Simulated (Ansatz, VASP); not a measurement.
## One calculation of ZrC, two programs

```
CELL_PARAMETERS angstrom
0.00000 2.33456 2.33456
2.33456 0.00000 2.33456
2.33456 2.33456 0.00000
ATOMIC_POSITIONS crystal
Zr 0.50000 0.50000 0.50000
C 0.00000 0.00000 0.00000
```

Alike in both runs: functional PBEsol; k mesh 8 × 8 × 8; occupations gaussian, width 0.1 eV; no spin polarisation.

Ansatz relaxed the structure, and its values are those at the end. VASP's run is a single point on that final structure, the one shown.

|  | VASP | Ansatz |
| --- | --- | --- |
| version | VASP 6.6.1 | Ansatz 0.2.0 |
| potentials or method | VASP PAW PBE potentials, release 64 (Zr_sv, C) | scalar-relativistic, plane waves, PAW |
| plane-wave cutoff (eV) | 520 | 420 |
| valence electrons in the cell | 16 | 16 |

|  | VASP | Ansatz | Ansatz less VASP |
| --- | --- | --- | --- |
| gap on the k mesh at the Fermi level (eV) | none | none | - |
| pressure (GPa) | 0.3 | 0.0 | -0.38 |

A gap of «none» marks a metal or a gap that the smearing closes.

Caveats: the PAW data sets were made with another functional, which shifts forces and pressure a little (VASP).
